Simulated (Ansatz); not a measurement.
**Eu: equation of state with PBE**

Eu:

```xyz
2
Lattice="1.9971 -3.4797 0.0000 1.9971 3.4797 0.0000 0.0000 0.0000 6.3407" Properties=species:S:1:pos:R:3 pbc="T T T"
Eu    1.9971    2.3444    1.5852
Eu    1.9971   -2.3444    4.7555
```

This isn't the form of Eu at room conditions, which is bcc.

```
Program             : Ansatz 0.2.0
Task                : equation of state
Functional          : PBE
Potentials or basis : Ansatz PAW
Cutoff              : 420 eV
Density cutoff      : 1680 eV
k mesh              : 8 × 8 × 4
Occupations         : fermi-dirac, width 0.05 eV
Spin                : collinear spin, ferromagnetic start
Starting moments    : [7.0, 7.0] μB
```

```
Equilibrium volume                        : 42.09 Å³/atom
Bulk modulus at fixed shape and positions : 15.4 GPa
Pressure derivative of the bulk modulus   : 3.5
```

Energy against volume, from the lowest point:
```tsv
volume (Å³/atom)	energy (meV/atom)
41.419	0.48
42.301	0.00
43.182	1.25
44.063	4.07
44.944	8.34
45.826	13.91
46.707	20.67
```

All runs of the series together: 110 s on 2 threads of Arm Neoverse V2, with other jobs on the host.

Caveat: the cell was scaled at fixed shape and fractional positions, which overstates the stiffness of a crystal with free parameters, most of all of layers and chains. The state reached can hang on the start; a lower one may exist.
